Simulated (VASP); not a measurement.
# Pt (P6/mmm) in VASP: notebook, part 2 of 2

VASP 6.6.1.

### 3 Single point, r2SCAN

POSCAR reads:

```
Pt
1.0
    4.7001077127      0.0000000000      0.0000000000
   -2.3500538564      4.0704126797      0.0000000000
    0.0000000000      0.0000000000      2.8813703804
Pt
3
Direct
    0.0000000000      0.0000000000      0.0000000000
    0.3333333333      0.6666666667      0.5000000000
    0.6666666667      0.3333333333      0.5000000000
```

INCAR.step1 reads:

```
ALGO = Normal
EDIFF = 1E-4
ENCUT = 520
GGA = PE
ISMEAR = 0
LASPH = T
LCHARG = F
LREAL = F
LWAVE = T
NBANDS = 22
NELM = 100
PREC = Accurate
SIGMA = 0.1
```

INCAR.step2 reads:

```
ALGO = Normal
EDIFF = 1E-6
ENCUT = 520
ISIF = 2
ISMEAR = 0
ISTART = 1
LASPH = T
LCHARG = T
LELF = T
LMIXTAU = T
LREAL = F
LVHAR = T
LWAVE = F
METAGGA = R2SCAN
NBANDS = 22
NELM = 100
PREC = Accurate
SIGMA = 0.1
```

KPOINTS reads:

```
k-points
0
Gamma
  6 6 6
```

Potentials or basis: VASP PAW PBE potentials, release 64 (Pt).

Started as:

```sh
cat potpaw_PBE.64/Pt/POTCAR > POTCAR
cp INCAR.step1 INCAR
mpirun -np 1 vasp_std > vasp.out
cp INCAR.step2 INCAR
mpirun -np 1 vasp_std > vasp.out
```

OUTCAR:

```text
EDIFF = 1E-6
   ENCUT = 520
   ISIF = 2
   ISMEAR = 0
   ISTART = 1
   LASPH = T
   LREAL = F
   METAGGA = R2SCAN
   NELM = 100
   PREC = Accurate

 ion  position               nearest neighbor table
   1  0.000  0.000  0.000-   2 3.07   3 3.07   2 3.07   3 3.07   3 3.07   3 3.07   2 3.07   2 3.07
                             3 3.07   3 3.07   2 3.07   2 3.07
   2  0.333  0.667  0.500-   3 2.71   3 2.71   3 2.71   1 3.07   1 3.07   1 3.07   1 3.07   1 3.07
                             1 3.07
   3  0.667  0.333  0.500-   2 2.71   2 2.71   2 2.71   1 3.07   1 3.07   1 3.07   1 3.07   1 3.07
                             1 3.07

  LATTYP: Found a hexagonal cell.
 ALAT       =     4.7001077127
 C/A-ratio  =     0.6130434783

  Lattice vectors:

 A1 = (   4.7001077127,   0.0000000000,   0.0000000000)
 A2 = (  -2.3500538564,   4.0704126797,   0.0000000000)
 A3 = (   0.0000000000,   0.0000000000,   2.8813703804)

Analysis of symmetry for initial positions (statically):
=====================================================================
 Subroutine PRICEL returns:
 Original cell was already a primitive cell.

 Routine SETGRP: Setting up the symmetry group for a
 hexagonal supercell.

 Subroutine GETGRP returns: Found 24 space group operations
 (whereof 24 operations were pure point group operations)
 out of a pool of 24 trial point group operations.

The static configuration has the point symmetry D_6h.

Analysis of symmetry for dynamics (positions and initial velocities):
=====================================================================
 Subroutine PRICEL returns:
 Original cell was already a primitive cell.

 Routine SETGRP: Setting up the symmetry group for a
 hexagonal supercell.

 Subroutine GETGRP returns: Found 24 space group operations
[... 121 lines left out ...]
   EFERMI_NEDOS =   21; number of points for ismear=-14 and -15
   IALGO  =     38    algorithm
   IMIX   =      4    mixing-type and parameters
     AMIX     =   0.40;   BMIX     =  1.00
     AMIX_MAG =   1.60;   BMIX_MAG =  1.00
  volume/ion in A,a.u.               =      18.37       124.00
  Fermi-wavevector in a.u.,A,eV,Ry     =   1.336596  2.525800 24.306654  1.786489
  Thomas-Fermi vector in A             =   2.465210
   LORBIT       =      0    0 simple, 1 ext, 2 COOP (PROOUT), +10 PAW based schemes
   METAGGA = R2SCAN    functional components
   LHFCALC =     F    Hartree Fock is set to
   AEXX    =    0.0000 exact exchange contribution
   IVDW    =     0    specifies the selected vdW correction
   LEPSILON=     F    determine dielectric tensor
   LRPA    =     F    only Hartree local field effects (RPA)
 non-spin polarized calculation
 Gauss-broadening in eV      SIGMA  =   0.10
  energy-cutoff  :      520.00
  volume of cell :       55.12
 maximum number of plane-waves:      1529
 NGX is ok and might be reduce to    36
   NGX = 17   NGY = 17   NGZ = 11

 number of electron      30.0000008 magnetization

 Free energy of the ion-electron system (eV)
  ---------------------------------------------------
  ext. energy  EPLUGINS =         0.00000000
  ---------------------------------------------------
  free energy    TOTEN  =      -153.28945190 eV

  energy without entropy =     -153.24830150  energy(sigma->0) =     -153.26887670

 E-fermi :   7.5312     XC(G=0): -13.2262

 val. band max:        7.5194136115   @ k =   0.3333   0.0000   0.3333
 cond. band min:       7.5449859342   @ k =   0.3333   0.0000   0.0000
 fundamental gap:      0.0255723226
 Fermi energy:         7.5311590750

 k-point     1 :       0.0000    0.0000    0.0000
  band No.  band energies     occupation
      1      -0.7467      2.00000
      2       2.5538      2.00000
      3       3.9529      2.00000
      4       4.2465      2.00000
      5       4.2465      2.00000
      6       4.3592      2.00000
[... 589 lines left out ...]
     21      15.9899      0.00000
     22      16.0635      0.00000

 [... further k-points ...]

------------------------ aborting loop because EDIFF is reached ----------------------------------------

  FORCE on cell =-STRESS in cart. coord.  units (eV):
  Direction    XX          YY          ZZ          XY          YZ          ZX
  --------------------------------------------------------------------------------------
  -------------------------------------------------------------------------------------
  Total       -8.7228678     -8.7228678     -9.4954817      0.0000000      0.0000000      0.0000000
  in kB     -253.5271824   -253.5271824   -275.9829431      0.0000000      0.0000000      0.0000000
  external PRESSURE =    -261.0124360 kB  Pullay stress =       0.0000000 kB

 VOLUME and BASIS-vectors are now :
 -----------------------------------------------------------------------------
  energy-cutoff  :      520.00
  volume of cell :       55.12
      direct lattice vectors                 reciprocal lattice vectors
     4.700107713  0.000000000  0.000000000     0.212761081  0.122837668  0.000000000
    -2.350053856  4.070412680  0.000000000     0.000000000  0.245675335  0.000000000
     0.000000000  0.000000000  2.881370380     0.000000000  0.000000000  0.347057083

 POSITION                                       TOTAL-FORCE (eV/Angst)
 -----------------------------------------------------------------------------------
      0.00000      0.00000      0.00000        -0.000000      0.000000     -0.000000
     -0.00000      2.71361      1.44069         0.000000     -0.000000      0.000000
      2.35005      1.35680      1.44069        -0.000000      0.000000     -0.000000
 -----------------------------------------------------------------------------------
    total drift:                                0.000000      0.000000     -0.000000

  FREE ENERGIE OF THE ION-ELECTRON SYSTEM (eV)
  ---------------------------------------------------
  free  energy   TOTEN  =      -153.2894519030 eV

  energy  without entropy=     -153.2483015011  energy(sigma->0) =     -153.26887670
```

OUTCAR.step1:

```text
EDIFF = 1E-4
   ENCUT = 520
   GGA = PE
   ISMEAR = 0
[... 831 lines left out ...]
      0.00000      0.00000      0.00000         0.000000      0.000000     -0.000000
     -0.00000      2.71361      1.44069        -0.000000      0.000000     -0.000000
      2.35005      1.35680      1.44069         0.000000      0.000000      0.000000
 -----------------------------------------------------------------------------------
    total drift:                                0.000000      0.000000     -0.000000

  FREE ENERGIE OF THE ION-ELECTRON SYSTEM (eV)
  ---------------------------------------------------
  free  energy   TOTEN  =       -17.3012049803 eV

  energy  without entropy=      -17.2593061603  energy(sigma->0) =      -17.28025557
```

Run time: 43 s. Hardware: 1 thread of Intel Xeon 6975P-C (Granite Rapids), shared host; peak memory 0.18 GiB.

Results:

- Free energy: -153.2895 eV
- Pressure: -26.1 GPa
- Band gap on the k mesh: none (metal or under the smearing width)

Stress tensor (GPa, compression positive):
```
-25.35   0.00   0.00
  0.00 -25.35   0.00
  0.00   0.00 -27.60
```

Caveat: the k mesh is coarse (spacing up to 0.36 Å⁻¹), so the values aren't converged; so large a pressure means that the cell lies far from this level's equilibrium, or that cutoff or potentials fall short; the potentials were made for another functional, which shifts forces and pressure. Spin-orbit coupling is left out, which matters for the levels of Pt.
